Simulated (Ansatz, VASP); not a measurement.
## Al in VASP and in Ansatz

```xyz
3
Lattice="4.5917 0.0000 0.0000 -2.2959 3.9765 0.0000 0.0000 0.0000 2.8143" Properties=species:S:1:pos:R:3 pbc="T T T"
Al    0.0000    2.6510    1.4072
Al    0.0000    0.0000    0.0000
Al    2.2959    1.3255    1.4072
```

Alike in both runs: functional PBE; k mesh 6 × 6 × 6; occupations gaussian, width 0.1 eV; no spin polarisation.

Ansatz relaxed the structure, and its values are those at the end. VASP's run is a single point on that final structure, the one shown.

|  | VASP | Ansatz |
| --- | --- | --- |
| version | VASP 6.6.1 | Ansatz 0.2.0 |
| potentials or method | VASP PAW PBE potentials, release 64 (Al) | scalar-relativistic, plane waves, PAW |
| plane-wave cutoff (eV) | 520 | 420 |
| valence electrons in the cell | 9 | 9 |

|  | VASP | Ansatz | Ansatz less VASP |
| --- | --- | --- | --- |
| gap on the k mesh at the Fermi level (eV) | none | none | - |
| pressure (GPa) | -0.1 | 0.0 | +0.02 |

A gap of «none» marks a metal or a gap that the smearing closes. With one functional, cell and mesh, what is left measures potentials, basis and numerics.

Caveats: the k mesh is coarse (spacing up to 0.37 Å⁻¹), so the values aren't converged.
